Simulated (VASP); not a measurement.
# MoS2 (P-3m1) in VASP: a series of runs

One crystal, MoS2, is run at these levels: PBE+U; tasks: single point.

Everything below comes from runs of VASP 6.6.1. Logs are shortened: lines on timing, memory, paths and dates and some standing lists are left out, and cuts for length are marked.

## 1. The structure

Symmetry: P-3m1, No. 164, trigonal system. Conventional cell: a = 3.564 Å, b = 3.564 Å, c = 5.749 Å, α = 90.00°, β = 90.00°, γ = 120.00°. Around Mo (site symmetry -3m) lie 6 S at 2.52 Å. Around S (site symmetry 3m) lie 3 Mo at 2.52 Å.

Measurements of this composition are mostly on another form, of space group No. 194.

## 2. Single point, PBE+U, collinear spin, ferrimagnetic start

Input file INCAR:

```
SYSTEM = MoS2
PREC = Accurate
ENCUT = 520
EDIFF = 1E-7
ISMEAR = 0
SIGMA = 0.05
LREAL = .FALSE.
LASPH = .TRUE.
NELM = 80
ALGO = Normal
ISIF = 2
LWAVE = .FALSE.
LCHARG = .FALSE.
ISPIN = 2
MAGMOM = 1 -0.5 0 0 0 0
LORBIT = 11
LMAXMIX = 4
LDAU = .TRUE.
LDAUTYPE = 2
LDAUL = 2 -1
LDAUU = 6 0
LDAUJ = 0 0
LDAUPRINT = 1
GGA = PE
```

Input file KPOINTS:

```
Automatic mesh
0
G
  5 3 4
  0 0 0
```

Input file POSCAR:

```
MoS2
1.0
    1.7819733800      3.0864684300      0.0000000000
   -5.3459201400      3.0864684300      0.0000000000
    0.0000000000      0.0000000000      5.7493858200
Mo S
2 4
Direct
    0.0000000000      0.0000000000      0.0000000000
    0.5000000000      0.5000000000      0.0000000000
    0.5000000000      0.1666666667      0.2520000000
    0.0000000000      0.6666666667      0.2520000000
    0.5000000000      0.8333333333      0.7480000000
    0.0000000000      0.3333333333      0.7480000000
```

Potentials or basis: VASP PAW PBE potentials, release 64 (Mo_sv, S).

On the command line:

```sh
$ cat potpaw_PBE.64/Mo_sv/POTCAR potpaw_PBE.64/S/POTCAR > POTCAR
$ mpirun -np 1 vasp_std > vasp.out
```

OUTCAR:

```text
SYSTEM = MoS2
   PREC = Accurate
   ENCUT = 520
   EDIFF = 1E-7
   ISMEAR = 0
   LREAL = .FALSE.
   LASPH = .TRUE.
   NELM = 80
   ISIF = 2
   ISPIN = 2
   LORBIT = 11
   GGA = PE

 ion  position               nearest neighbor table
   1  0.000  0.000  0.000-   3 2.52   5 2.52   6 2.52   4 2.52   3 2.52   5 2.52
   2  0.500  0.500  0.000-   4 2.52   6 2.52   5 2.52   3 2.52   4 2.52   6 2.52
   3  0.500  0.167  0.252-   1 2.52   2 2.52   1 2.52
   4  0.000  0.667  0.252-   2 2.52   1 2.52   2 2.52
   5  0.500  0.833  0.748-   1 2.52   2 2.52   1 2.52
   6  0.000  0.333  0.748-   2 2.52   1 2.52   2 2.52

  LATTYP: Found a simple orthorhombic cell.
 ALAT       =     3.5639467584
 B/A-ratio  =     1.6132075505
 C/A-ratio  =     1.7320508081

  Lattice vectors:

 A1 = (  -1.7819733800,  -3.0864684300,   0.0000000000)
 A2 = (   0.0000000000,   0.0000000000,   5.7493858200)
 A3 = (  -5.3459201400,   3.0864684300,   0.0000000000)

Analysis of symmetry for initial positions (statically):
=====================================================================
 Subroutine PRICEL returns following result:

  LATTYP: Found a hexagonal cell.
 ALAT       =     3.5639467584
 C/A-ratio  =     1.6132075505

  Lattice vectors:

 A1 = (  -1.7819733800,  -3.0864684300,   0.0000000000)
 A2 = (   3.5639467600,   0.0000000000,   0.0000000000)
 A3 = (   0.0000000000,   0.0000000000,   5.7493858200)

   2 primitive cells build up your supercell.

 Routine SETGRP: Setting up the symmetry group for a
 simple orthorhombic supercell.

 Subroutine GETGRP returns: Found  4 space group operations
 (whereof  4 operations were pure point group operations)
 out of a pool of  8 trial point group operations.

The static configuration has the point symmetry C_2h.

Analysis of symmetry for dynamics (positions and initial velocities):
=====================================================================
 Subroutine PRICEL returns following result:

  LATTYP: Found a hexagonal cell.
 ALAT       =     3.5639467584
 C/A-ratio  =     1.6132075505

  Lattice vectors:

 A1 = (  -1.7819733800,  -3.0864684300,   0.0000000000)
 A2 = (   3.5639467600,   0.0000000000,   0.0000000000)
 A3 = (   0.0000000000,   0.0000000000,   5.7493858200)

   2 primitive cells build up your supercell.

 Routine SETGRP: Setting up the symmetry group for a
 simple orthorhombic supercell.

 Subroutine GETGRP returns: Found  4 space group operations
 (whereof  4 operations were pure point group operations)
 out of a pool of  8 trial point group operations.

The dynamic configuration has the point symmetry C_2h.

Analysis of structural, dynamic, and magnetic symmetry:
=====================================================================
 Subroutine PRICEL returns:
 Original cell was already a primitive cell.

 Routine SETGRP: Setting up the symmetry group for a
 simple orthorhombic supercell.

 Subroutine GETGRP returns: Found  4 space group operations
 (whereof  4 operations were pure point group operations)
 out of a pool of  8 trial point group operations.

The overall configuration has the point symmetry C_2h.

 Subroutine INISYM returns: Found  4 space group operations
 (whereof  4 operations are pure point group operations),
 and found     1 'primitive' translations

----------------------------------------------------------------------------------------

                                     Primitive cell

  volume of cell :     126.4866

  direct lattice vectors                    reciprocal lattice vectors
     1.781973380  3.086468430  0.000000000     0.140293903  0.242996168  0.000000000
    -5.345920140  3.086468430  0.000000000    -0.140293903  0.080998723  0.000000000
     0.000000000  0.000000000  5.749385820     0.000000000  0.000000000  0.173931622

  length of vectors
     3.563946758  6.172936863  5.749385820     0.280587806  0.161997445  0.173931622

  position of ions in fractional coordinates (direct lattice)
     0.000000000  0.000000000  0.000000000
[... 131 lines left out ...]
  free energy    TOTEN  =       -32.39005217 eV

  energy without entropy =      -32.38596006  energy(sigma->0) =      -32.38800612

atom =   1  type =  1  l = 2

 onsite density matrix

spin component  1

  0.6457 -0.0002 -0.0510  0.2138 -0.0175
 -0.0002  0.5086  0.0018 -0.0024  0.2136
 -0.0510  0.0018  0.8014 -0.0030  0.0295
  0.2138 -0.0024 -0.0030  0.5114 -0.0002
 -0.0175  0.2136  0.0295 -0.0002  0.6254

spin component  2

  0.1143 -0.0021 -0.0033 -0.0932 -0.0021
 -0.0021  0.1872  0.0002  0.0044 -0.0956
 -0.0033  0.0002  0.0460 -0.0004  0.0019
 -0.0932  0.0044 -0.0004  0.1821 -0.0021
 -0.0021 -0.0956  0.0019 -0.0021  0.1119

 occupancies and eigenvectors

  o =  0.0441  v =  0.0000  0.0000  0.0000  0.0000  0.0000  0.3484 -0.1382  0.8728  0.2393 -0.2012      0.0000  0.0000  0.0000  0.0000  0.0000  0.0000  0.0000  0.0000  0.0000  0.0000
  o =  0.0456  v =  0.0000  0.0000  0.0000  0.0000  0.0000 -0.4150 -0.4829  0.0000 -0.2788 -0.7189      0.0000  0.0000  0.0000  0.0000  0.0000  0.0000  0.0000  0.0000  0.0000  0.0000
  o =  0.0520  v =  0.0000  0.0000  0.0000  0.0000  0.0000  0.6138 -0.2547 -0.4880  0.4412 -0.3544      0.0000  0.0000  0.0000  0.0000  0.0000  0.0000  0.0000  0.0000  0.0000  0.0000
  o =  0.2450  v =  0.0000  0.0000  0.0000  0.0000  0.0000 -0.5018 -0.4075  0.0091  0.7058  0.2897      0.0000  0.0000  0.0000  0.0000  0.0000  0.0000  0.0000  0.0000  0.0000  0.0000
  o =  0.2548  v =  0.0000  0.0000  0.0000  0.0000  0.0000  0.2788 -0.7189 -0.0000 -0.4150  0.4829      0.0000  0.0000  0.0000  0.0000  0.0000  0.0000  0.0000  0.0000  0.0000  0.0000
  o =  0.3410  v = -0.3071  0.6834 -0.0000  0.3946 -0.5319  0.0000  0.0000  0.0000  0.0000  0.0000      0.0000  0.0000  0.0000  0.0000  0.0000  0.0000  0.0000  0.0000  0.0000  0.0000
  o =  0.3565  v =  0.5103  0.4024  0.0717 -0.6969 -0.2946  0.0000  0.0000  0.0000  0.0000  0.0000      0.0000  0.0000  0.0000  0.0000  0.0000  0.0000  0.0000  0.0000  0.0000  0.0000
  o =  0.7569  v =  0.4520 -0.2235  0.7265  0.3870 -0.2610  0.0000  0.0000  0.0000  0.0000  0.0000      0.0000  0.0000  0.0000  0.0000  0.0000  0.0000  0.0000  0.0000  0.0000  0.0000
  o =  0.7815  v = -0.3946 -0.5319  0.0000 -0.3071 -0.6834  0.0000  0.0000  0.0000  0.0000  0.0000      0.0000  0.0000  0.0000  0.0000  0.0000  0.0000  0.0000  0.0000  0.0000  0.0000
  o =  0.8566  v =  0.5341 -0.1953 -0.6834  0.3383 -0.3084  0.0000  0.0000  0.0000  0.0000  0.0000      0.0000  0.0000  0.0000  0.0000  0.0000  0.0000  0.0000  0.0000  0.0000  0.0000

atom =   2  type =  1  l = 2

 onsite density matrix

spin component  1

  0.1495 -0.0051 -0.0113 -0.1063 -0.0068
 -0.0051  0.2357 -0.0023  0.0114 -0.1122
 -0.0113 -0.0023  0.0649  0.0040  0.0065
 -0.1063  0.0114  0.0040  0.2226 -0.0051
 -0.0068 -0.1122  0.0065 -0.0051  0.1417

spin component  2

  0.4401  0.0765  0.1798  0.0863  0.1558
  0.0765  0.5303 -0.0530  0.0453  0.1746
  0.1798 -0.0530  0.7343  0.0918 -0.1038
  0.0863  0.0453  0.0918  0.4780  0.0765
  0.1558  0.1746 -0.1038  0.0765  0.6200

 occupancies and eigenvectors

  o =  0.0607  v = -0.3229  0.1106 -0.9011 -0.1915  0.1864  0.0000  0.0000  0.0000  0.0000  0.0000      0.0000  0.0000  0.0000  0.0000  0.0000  0.0000  0.0000  0.0000  0.0000  0.0000
  o =  0.0636  v = -0.4203 -0.4691  0.0000 -0.2709 -0.7279  0.0000  0.0000  0.0000  0.0000  0.0000      0.0000  0.0000  0.0000  0.0000  0.0000  0.0000  0.0000  0.0000  0.0000  0.0000
  o =  0.0804  v =  0.6154 -0.2782 -0.4306  0.4819 -0.3553  0.0000  0.0000  0.0000  0.0000  0.0000      0.0000  0.0000  0.0000  0.0000  0.0000  0.0000  0.0000  0.0000  0.0000  0.0000
  o =  0.2594  v =  0.0000  0.0000  0.0000  0.0000  0.0000  0.7917 -0.0113 -0.4046  0.0195 -0.4571      0.0000  0.0000  0.0000  0.0000  0.0000  0.0000  0.0000  0.0000  0.0000  0.0000
  o =  0.2933  v =  0.5167  0.4005 -0.0503 -0.6936 -0.2983  0.0000  0.0000  0.0000  0.0000  0.0000      0.0000  0.0000  0.0000  0.0000  0.0000  0.0000  0.0000  0.0000  0.0000  0.0000
  o =  0.3166  v = -0.2709  0.7279  0.0000  0.4203 -0.4691  0.0000  0.0000  0.0000  0.0000  0.0000      0.0000  0.0000  0.0000  0.0000  0.0000  0.0000  0.0000  0.0000  0.0000  0.0000
  o =  0.4014  v =  0.0000  0.0000  0.0000  0.0000  0.0000 -0.2892  0.7065  0.0000  0.4079 -0.5009      0.0000  0.0000  0.0000  0.0000  0.0000  0.0000  0.0000  0.0000  0.0000  0.0000
  o =  0.4199  v =  0.0000  0.0000  0.0000  0.0000  0.0000 -0.1121 -0.4812 -0.2389  0.8334  0.0647      0.0000  0.0000  0.0000  0.0000  0.0000  0.0000  0.0000  0.0000  0.0000  0.0000
  o =  0.8572  v =  0.0000  0.0000  0.0000  0.0000  0.0000 -0.3325  0.1354 -0.8827 -0.2345  0.1920      0.0000  0.0000  0.0000  0.0000  0.0000  0.0000  0.0000  0.0000  0.0000  0.0000
  o =  0.8651  v =  0.0000  0.0000  0.0000  0.0000  0.0000  0.4079  0.5009 -0.0000  0.2892  0.7065      0.0000  0.0000  0.0000  0.0000  0.0000  0.0000  0.0000  0.0000  0.0000  0.0000

 number of electron      51.9999989 magnetization       0.2110251

 Free energy of the ion-electron system (eV)
  ---------------------------------------------------
  ext. energy  EPLUGINS =         0.00000000
  ---------------------------------------------------
  free energy    TOTEN  =       -29.90831114 eV

  energy without entropy =      -29.90242738  energy(sigma->0) =      -29.90536926

 E-fermi :   4.8461     XC(G=0):  -9.9937

 val. band max:        4.8457292071   @ k =   0.0000   0.3333   0.5000
 cond. band min:       4.8507012172   @ k =   0.2000   0.3333   0.2500
 fundamental gap:      0.0049720101
 Fermi energy:         4.8460981746

 spin component 1

 k-point     1 :       0.0000    0.0000    0.0000
  band No.  band energies     occupation
      1     -56.5649      1.00000
      2     -56.0486      1.00000
      3     -30.8071      1.00000
      4     -30.6755      1.00000
      5     -30.6447      1.00000
      6     -30.2789      1.00000
[... 703 lines left out ...]
     30       8.1894      0.00000
     31       8.6963      0.00000
 Fermi energy:         4.8460981746

 spin component 2

 k-point     1 :       0.0000    0.0000    0.0000
  band No.  band energies     occupation
      1     -57.3660      1.00000
      2     -54.9632      1.00000
      3     -31.5419      1.00000
      4     -31.5321      1.00000
      5     -31.2884      1.00000
      6     -29.0634      1.00000
[... 703 lines left out ...]
     30       8.6986      0.00000
     31       8.9977      0.00000

------------------------ aborting loop because EDIFF is reached ----------------------------------------

  FORCE on cell =-STRESS in cart. coord.  units (eV):
  Direction    XX          YY          ZZ          XY          YZ          ZX
  --------------------------------------------------------------------------------------
  -------------------------------------------------------------------------------------
  Total        0.5249786     -0.1096437      1.0069004     -0.5495991     -0.5092714      0.8819984
  in kB        6.6497863     -1.3888325     12.7541811     -6.9616481     -6.4508264     11.1720766
  external PRESSURE =       6.0050450 kB  Pullay stress =       0.0000000 kB

 VOLUME and BASIS-vectors are now :
 -----------------------------------------------------------------------------
  energy-cutoff  :      520.00
  volume of cell :      126.49
      direct lattice vectors                 reciprocal lattice vectors
     1.781973380  3.086468430  0.000000000     0.140293903  0.242996168  0.000000000
    -5.345920140  3.086468430  0.000000000    -0.140293903  0.080998723  0.000000000
     0.000000000  0.000000000  5.749385820     0.000000000  0.000000000  0.173931622

 POSITION                                       TOTAL-FORCE (eV/Angst)
 -----------------------------------------------------------------------------------
      0.00000      0.00000      0.00000         0.000000     -0.000000      0.000000
     -1.78197      3.08647      0.00000         0.000000      0.000000      0.000000
     -0.00000      2.05765      1.44885         0.050803     -0.029331      0.171372
     -3.56395      2.05765      1.44885         0.262901     -0.151786      0.046406
     -3.56395      4.11529      4.30054        -0.050803      0.029331     -0.171372
     -1.78197      1.02882      4.30054        -0.262901      0.151786     -0.046406
 -----------------------------------------------------------------------------------
    total drift:                               -0.000000      0.000000      0.000000

  FREE ENERGIE OF THE ION-ELECTRON SYSTEM (eV)
  ---------------------------------------------------
  free  energy   TOTEN  =       -29.9083111415 eV

  energy  without entropy=      -29.9024273756  energy(sigma->0) =      -29.90536926

 total charge

# of ion       s       p       d       tot
------------------------------------------
    1        2.274   6.161   3.693  12.128
    2        2.284   6.165   3.578  12.027
    3        1.353   2.353   0.000   3.706
    4        1.357   2.342   0.000   3.699
    5        1.353   2.353   0.000   3.706
    6        1.357   2.342   0.000   3.699
--------------------------------------------------
tot          9.977  21.717   7.270  38.964

 magnetization (x)

# of ion       s       p       d       tot
------------------------------------------
    1        0.027   0.025   2.433   2.485
    2       -0.018  -0.026  -1.975  -2.019
    3       -0.003  -0.099   0.000  -0.102
    4       -0.001  -0.006   0.000  -0.007
    5       -0.003  -0.099   0.000  -0.102
    6       -0.001  -0.006   0.000  -0.007
--------------------------------------------------
tot         -0.000  -0.211   0.458   0.247
```

Wall time 3.1 min (1 thread of Intel Xeon 6975P-C (Granite Rapids), shared host); peak memory 0.35 GiB.

What came out:

| Item | Value |
| --- | --- |
| Free energy | -29.9083 eV |
| Pressure | 0.6 GPa |
| Largest force | 0.307 eV/Å |
| Band gap on the k mesh | none (metal or under the smearing width) |
| Net moment | 0.21 μB per cell |
| Site moments | Mo +2.48, -2.02; S -0.10, -0.01 μB |
| Valence electrons inside the program's atomic spheres | Mo 12.13, 12.03; S 3.71, 3.70 |

Forces in eV/Å, atoms in the order of the input:
```
Mo   0.000  0.000  0.000
Mo   0.000  0.000  0.000
S    0.051 -0.029  0.171
S    0.263 -0.152  0.046
S   -0.051  0.029 -0.171
S   -0.263  0.152 -0.046
```

Stress tensor (GPa, compression positive):
```
 0.66 -0.70  1.12
-0.70 -0.14 -0.65
 1.12 -0.65  1.28
```

Levels at points of the mesh, in eV from the Fermi level:
Spin up:
```tsv
k point	band 24	band 25	band 26	band 27	band 28	band 29
(0.00, 0.00, 0.00)	-0.82	0.10	0.13	0.26	1.75	3.11
(0.00, 0.00, 0.50)	-0.81	-0.32	-0.06	-0.04	1.80	3.10
```
Spin down:
```
           k point  band 23  band 24  band 25  band 26  band 27  band 28  band 29  band 30
(0.00, 0.00, 0.00)    -1.37    -0.37     0.01     0.05     0.19     2.82     2.95     3.68
(0.00, 0.00, 0.50)    -0.86    -0.85    -0.48    -0.16    -0.12     2.87     2.92     4.00
```

Eigenvalues of the final occupation matrices:
```
    site  spin  trace               eigenvalues
site 1 d     1   3.09  0.34 0.36 0.76 0.78 0.86
site 1 d     2   0.64  0.04 0.05 0.05 0.24 0.25
site 2 d     1   0.81  0.06 0.06 0.08 0.29 0.32
site 2 d     2   2.80  0.26 0.40 0.42 0.86 0.87
```

Caveat: this functional lacks dispersion, which binds the layers, so the pressure and a relaxed spacing across them are unreliable.

[end of part 1 of 2]
